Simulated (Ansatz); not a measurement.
Wanted: the native input for an Ansatz 0.2.0 run.

```
Task                : single point
Functional          : PBEsol
Potentials or basis : all-electron LAPW, scalar-relativistic
Cutoff              : 196 eV (chosen from the basis error)
Basis error allowed : 0.001 eV/atom
k mesh              : 7 × 7 × 7
Occupations         : fermi-dirac, width 0.05 eV
Spin                : no spin polarisation
```

Al3Cu:

```
CELL_PARAMETERS angstrom
3.92415 0.00000 0.00000
0.00000 3.92415 0.00000
0.00000 0.00000 3.92415
ATOMIC_POSITIONS crystal
Cu 0.00000 0.00000 0.00000
Al 0.50000 0.50000 0.00000
Al 0.50000 0.00000 0.50000
Al 0.00000 0.50000 0.50000
```

The cell comes from a database or a generator and needn't be the stable form of this composition.

These files were run (other wordings do the same):

input.yaml

```yaml
crystal:
  lattice:
    - [3.924151, 0.0, 0.0]
    - [0.0, 3.924151, 0.0]
    - [0.0, 0.0, 3.924151]
  atoms:
    - { symbol: Cu, position: [0.0, 0.0, 0.0] }
    - { symbol: Al, position: [0.5, 0.5, 0.0] }
    - { symbol: Al, position: [0.5, 0.0, 0.5] }
    - { symbol: Al, position: [0.0, 0.5, 0.5] }
kpoints:
  mp_grid: { grid: [7, 7, 7] }
scf:
  occupations: { method: fermi_dirac, width: 0.05 }
hamiltonian:
  xc: pbesol
  pseudopotentials: { kind: all_electron, lapw: { basis_error: 0.001 } }
output:
  forces: true
  stress: true
  eigenvalues: true
  populations: true
```

Potentials or basis: all-electron LAPW, scalar-relativistic.

Run with:

```bash
$ ansatz run input.yaml --threads 2 --pin off --max-ram 8192MiB --backend cpu --events-out ev --progress --plain --runs-dir out
```

It gave:

```json
{
  "Pressure": "-2.5 GPa",
  "Band gap on the k mesh": "none (metal or under the smearing width)",
  "Loewdin charges": "Cu +0.66; Al -0.15 e"
}
```

Caveat: the atomic charges don't sum to the cell's charge.

It took 4.9 s on 2 threads of Arm Neoverse V2, with other jobs on the host, peak memory 0.3 GiB.
